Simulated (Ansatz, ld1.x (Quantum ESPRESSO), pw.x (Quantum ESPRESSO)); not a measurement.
P: does the TM potential hold in the solid?

* Element: phosphorus (P)
* Generator: ld1.x (Quantum ESPRESSO) 7.5
* Type: norm-conserving Troullier–Martins (Kleinman–Bylander form)
* Functional: PBE
* Relativity: scalar-relativistic
* Frozen core: [Ne]
* Valence charge: 5
* Reference configuration: 3s2 3p3
* Partial waves: 3s (bound): rc 1.70 bohr; 3p (bound): rc 1.36 bohr; 3d channel at 0.05 Ry: rc 1.45 bohr
* Local potential: all-electron potential smoothed inside 1.15 bohr (lloc = -1)
* Core correction: a·sin(br)/r model core inside 1.20 bohr

Atomic tests: cutoffs needed: 45 Ry and 70 Ry (the cutoffs (Ry, on a coarse ladder) from which the occupation-weighted sum of valence levels, in a spherical-Bessel basis at the reference potential, stays within 10 and 1 mRy of its value at 400 Ry); ghost test: no extra level below or beside the all-electron valence levels (s, p, d, f tested) (spherical-Bessel basis up to 400 Ry, 20 bohr box); largest excitation error: +112 meV (all-electron minus pseudo) for 3s2 3p0, out of 7 test configurations.

Crystal test: bcc P in pw.x 7.5, no spin, 15³ k-points, Fermi–Dirac smearing 0.01 Ry, cutoffs 85/340 Ry. The reference is all-electron LAPW (Ansatz 0.2.0) with the same functional, mesh and smearing; V0 and B0 come from Birch–Murnaghan fits to the pressures at five volumes. Errors are pseudo minus all-electron; Δ is the rms difference of the E(V) curves that follow from these fits, minima aligned, over ±6 % about the mean V0. Mesh and smearing are coarse, so the numbers serve the comparison and aren't converged zero-temperature values; the lattice is a test structure that the element need not adopt.

All-electron: a0 = 3.052 Å (V0 = 14.22 Å³/atom), B0 = 95.6 GPa.

How far does the potential miss the all-electron equation of state?

mean pressure error (GPa): -0.99; a0 (Å): 3.042; a0 error (%): -0.35; B0 error (%): +1.7; Δ (meV/atom): 3.1.

```tsv
V (Å³/atom)	P all-electron (GPa)	P pseudo (GPa)
13.593	4.70	3.60
13.950	1.90	0.86
14.308	-0.58	-1.56
14.666	-2.78	-3.71
15.023	-4.74	-5.62
```

At the middle volume, how do free energy and pressure move when the wave cutoff is lowered (ecutrho kept at four times it)?

```tsv
cutoff (Ry)	shift of F (meV/atom)	shift of P (GPa)
38	+153.9	-3.21
51	+31.9	-1.40
68	+4.6	+0.16
```

The run at the middle volume (120 k-points, 6 iterations) took about 12 s on one core of a shared host (Neoverse-V2, 96 threads, 742 GiB, load 56).
